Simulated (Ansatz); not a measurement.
Input and command of a plane-wave DFT calculation in Ansatz:

```yaml
crystal:
  lattice:
    - [0.0, 2.1315, 2.1315]
    - [2.1315, 0.0, 2.1315]
    - [2.1315, 2.1315, 0.0]
  atoms:
    - { symbol: Co, position: [0.0829353485, 0.0, 0.0], spin: 2.74 }
    - { symbol: O, position: [0.5, 0.5, 0.5], spin: 0.37 }
basis:
  ecutwfc: 420
kpoints:
  mp_grid: { grid: [20, 20, 20] }
hamiltonian:
  xc: pbesol
scf:
  occupations: { method: gaussian, width: 0.15 }
output:
  forces: true
  stress: true
  eigenvalues: true
  populations: true
magnetization:
  spin_polarized: true
```

```bash
ansatz run input.yaml --threads 1 --pin off --max-ram 2560MiB --backend cpu --events-out ev --progress --plain --runs-dir out
```

Processor: Intel(R) Xeon(R) Platinum 8259CL CPU @ 2.50GHz (Skylake/Cascade Lake), 1 thread, on a host shared with other jobs.

Q: How long does it run, and how much memory does it take?

A: About 2.5 min on 1 thread of Intel(R) Xeon(R) Platinum 8259CL CPU @ 2.50GHz (Skylake/Cascade Lake), with other jobs on the host, peak memory 1.1 GiB. It solves 18 bands at 1166 k points (the mesh reduced by the symmetry that the task leaves, which can be less than the crystal's) with about 339 plane waves, in 11 SCF iterations.
